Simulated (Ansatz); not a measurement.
A plane-wave DFT run in Ansatz 0.2.0 (scalar-relativistic PAW potentials unless the input names others): input and command.

```yaml
crystal:
  lattice:
    - [0.0, 2.286405, 2.286405]
    - [2.286405, 0.0, 2.286405]
    - [2.286405, 2.286405, 0.0]
  atoms:
    - { symbol: Hf, position: [0.5, 0.5, 0.5] }
    - { symbol: C, position: [0.0, 0.0, 0.0] }
kpoints:
  mp_grid: { grid: [16, 16, 16] }
hamiltonian:
  xc: revpbe
scf:
  occupations: { method: gaussian, width: 0.1 }
output:
  forces: true
  eigenvalues: true
  stress: true
```

```bash
ansatz run input.yaml --threads 1 --pin off --max-ram 1331MiB --backend cpu --events-out ev --progress --plain --runs-dir out
```

Abridged log:
```
Pseudopotentials: kind: paw
Pseudopotential: Hf, paw, valence charge 26, recommended cutoff 420 eV (normal)
Pseudopotential: C, paw, valence charge 4, recommended cutoff 420 eV (normal)
Functional definition: revPBE
Crystal: 2 atoms, lattice volume = 23.905 Å³
Basis set: ecut = 420 eV, 459 PW (Γ), exchange–correlation on 48×48×48 points (8 copies of the dense FFT grid, shifted against one another)
Bands: 19, of which v1, the nominal top of the filled ones, is band 15 counted from 1 (14 counted from 0)
Symmetry: 48 space group operations
Space group: Fm-3m (ITA 225), of the structure as read, at distance tolerance 2.9e-5 Å
k-points: 145 of 4096
Initial density: superposition of atomic densities (neutral atoms: chi_scale 0, normalization atom), corrected by the library's trained network
Initial wavefunctions: pseudopotential atomic-orbital guess
Functional: x = revpbe(κ = 1.245, μ = 0.21951497), c = pbe(β = 0.06672455)
SCF iter   1: F=—  HF=-15983.800818 eV  |F-HF|=—  |Δ(HF+E_count)|=         —  Δρ=2.23e-3  dr2=5.01e-4  ethr=1.77e-3  ⟨swp⟩=4.8  Hψ=11301  notcnv=0
SCF iter   2: F=—  HF=-15983.800781 eV  |F-HF|=—  |Δ(HF+E_count)|=   3.73e-5  Δρ=1.34e-3  dr2=1.89e-4  ethr=1.67e-6  ⟨swp⟩=2.3  Hψ=6038  notcnv=0
SCF iter   3: F=—  HF=-15983.800815 eV  |F-HF|=—  |Δ(HF+E_count)|=   3.38e-5  Δρ=6.74e-4  dr2=4.78e-5  ethr=6.29e-7  ⟨swp⟩=2.1  Hψ=4091  notcnv=0
SCF iter   4: F=—  HF=-15983.800799 eV  |F-HF|=—  |Δ(HF+E_count)|=   1.54e-5  Δρ=8.57e-5  dr2=1.08e-6  ethr=1.59e-7  ⟨swp⟩=2.1  Hψ=4397  notcnv=0
SCF iter   5: F=—  HF=-15983.800799 eV  |F-HF|=—  |Δ(HF+E_count)|=   2.90e-7  Δρ=4.67e-5  dr2=2.59e-7  ethr=3.59e-9  ⟨swp⟩=2.2  Hψ=4983  notcnv=0
SCF iter   6: F=-15983.800800 eV  HF=-15983.800800 eV  |F-HF|=1.67e-10  |Δ(HF+E_count)|=   1.55e-7  Δρ=7.35e-6  dr2=8.39e-9  ethr=3.33e-10  ⟨swp⟩=6.0  Hψ=13143  notcnv=0
SCF 1 converged in 6 iterations: F = -15983.800800 eV  dr2 = 8.39e-9
SCF converged after 6 iterations
Free energy (F): -15983.800800 eV
Harris-Foulkes:  -15983.800800 eV  (|F-HF|=1.67e-10)
Internal energy: -15983.798565 eV  (E = F + TS)
E sigma→0 (E₀):  -15983.799682 eV
Entropy (-TS):   -0.002235 eV (-1.117 meV/atom)
Fermi energy:    21.323700 eV
--- Forces (eV/Å), atoms counted from 1 ---
  atom   1  Hf     0.00000000     0.00000000     0.00000000
  atom   2  C      0.00000000     0.00000000     0.00000000
--- Stress (GPa, compression-positive) ---
       16.389789       0.000000       0.000000
        0.000000      16.389789       0.000000
        0.000000       0.000000      16.389789
  P = ⅓ Tr σ = 16.3898 GPa (163.898 kbar)
```

Apart from outputs and empty bands, the input differs from a reference run on usual settings in hamiltonian.xc: "pbe" → "revpbe"; basis.ecutwfc: 420 → not typed. The reference, at the same geometry (not necessarily relaxed), gave pressure 13.22 GPa, largest force 0.000 eV/Å, no gap on the mesh. This run converged in 6 SCF iterations (reference: 6) with a total energy on another zero, pressure 16.39 GPa, largest force 0.000 eV/Å, no gap on the mesh.